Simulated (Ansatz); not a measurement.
A relaxed cell of In is given with its symmetry left out. The cell was found from a structure generator's guess, not taken from experiment.

These are results of DFT PBE, scalar-relativistic, plane waves, PAW in Ansatz 0.2.0, not measurements. Cutoff 420 eV, Γ-centred mesh, Gaussian smearing, no spin polarisation.

```cif
data_structure
_symmetry_space_group_name_H-M 'P 1'
_symmetry_Int_Tables_number 1
_cell_length_a 3.3958
_cell_length_b 3.3958
_cell_length_c 16.5768
_cell_angle_alpha 90.000
_cell_angle_beta 90.000
_cell_angle_gamma 120.000
_cell_volume 165.54
loop_
_atom_site_label
_atom_site_type_symbol
_atom_site_fract_x
_atom_site_fract_y
_atom_site_fract_z
_atom_site_occupancy
In1 In 0.66667 0.33333 0.33351 1
In2 In 0.33333 0.66667 0.83396 1
In3 In 0.33333 0.66667 0.16604 1
In4 In 0.66667 0.33333 0.66649 1
In5 In 0.00000 0.00000 0.00000 1
In6 In 0.33333 0.66667 0.50000 1
```

Energies count from the standard state of In at the same level.

Q: Find its symmetry and describe it.

A: P-6m2 (No. 187). Conventional cell: a = 3.396 Å, c = 16.577 Å. Around In on a site of symmetry 3m lie 12 In at 3.39–3.40 Å; In on a second site of symmetry 3m has 12 In at 3.38–3.40 Å; around In on a site of symmetry -6m2 lie 12 In at 3.38–3.40 Å; around In on a second site of symmetry -6m2 lie 12 In at 3.39–3.40 Å.

Q: How far does it lie from the standard state of In?

A: 0.00 eV/atom. It is level with the standard state within the noise.

Q: Is it a metal?

A: Yes, bands cross the Fermi level on the 12×12×4 mesh.

The last run used a 12×12×4 mesh (in the run's order of axes) for its 6-atom cell and Gaussian smearing of 0.10 eV. The k mesh leaves some 4 meV/atom of noise in the energy of each metallic cell. Symmetry constrained the relaxation, so the result can be a saddle point.
